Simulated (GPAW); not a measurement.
Runs of GPAW 26.7.0 on CuO. The structure is tetragonal, space group P4_2/mmc (No. 131). Conventional cell: a = 3.422 Å, b = 3.422 Å, c = 4.260 Å, α = 90.00°, β = 90.00°, γ = 90.00°. Cu (site symmetry mmm) has 4 O at 2.02 Å as nearest neighbours. O (site symmetry -4m2) has 4 Cu at 2.02 Å and 2 O at 2.13 Å as nearest neighbours. Measurements of this composition are mostly on another form, of space group No. 15.

| level | potentials or basis | band points | older calculator (legacy_gpaw) | eigensolver | pressure (GPa) |
| --- | --- | --- | --- | --- | --- |
| SCAN | GPAW PAW data sets (gpaw-data 1.2.1), pw | 80 | - | - | -7.6 |
| MS2 | GPAW PAW data sets (gpaw-data 1.2.1), pw | 100 | - | - | -6.8 |
| RPBE | the program's PAW data sets (release 1.2.1) made for this functional, pw | 80 | - | - | 3.0 |
| LDA | the program's PAW data sets (release 1.2.1) made for this functional, pw | 80 | - | - | (c) |
| AM05 | PAW data sets generated in the run's folder for this functional, pw | 80 | - | - | (a) |
| revPBE | the program's PAW data sets (release 1.2.1) made for this functional, pw | 80 | - | - | (b) |
| BLYP | PAW data sets generated in the run's folder for this functional, pw | 80 | - | davidson | 2.1 |
| r2SCAN | GPAW PAW data sets (gpaw-data 1.2.1), pw | 80 | - | - | -6.5 |

Alike in all rows: task band structure; no spin polarisation; cell as given; k mesh 6 × 6 × 5; cutoff (eV) 800; smearing fermi-dirac 0.05 eV.

Fill in the values left out.

(a) -6.9; (b) 1.8; (c) -13.2.

Caveats: with this Cu data set, volumes or pressures lay over 1.5 % or 2 GPa off other programs in two to four cells of ten; the run has no spin polarisation, though such a crystal can be magnetic; the PAW data sets were made with another functional, which shifts forces and pressure a little (some runs).

Runs at the PBE level aren't shown here.
